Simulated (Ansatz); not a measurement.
InP:

```
CELL_PARAMETERS angstrom
0.00000 2.76883 2.76883
2.76883 0.00000 2.76883
2.76883 2.76883 0.00000
ATOMIC_POSITIONS crystal
In 0.00000 0.00000 0.00000
P 0.50000 0.50000 0.50000
```

Measurements of this composition are mostly on another form, of space group No. 216.

Base run:

```yaml
Program: Ansatz 0.2.0
Functional: LDA
Potentials_or_basis: Ansatz PAW
Cutoff: "420 eV (not typed: the program's choice for these potentials)"
k_mesh: 8 × 8 × 8
Occupations: fermi-dirac, width 0.05 eV
Spin: no spin polarisation
```

Its results: band gap on the k mesh none (metal or under the smearing width); pressure -5.1 GPa.

Task: The run is repeated on the same cell with these changes: functional from LDA to PBE. What comes out?

Result: Band gap on the k mesh none (metal or under the smearing width); pressure 0.0 GPa.

PBE binds less tightly than LDA, so the same cell stands under more pressure.

Caveats: spin-orbit coupling is left out, which moves the levels of the heavy elements; the PAW data sets come from PBE, with cores solved anew for the run's functional, which leaves a small shift of forces and pressure (some runs).
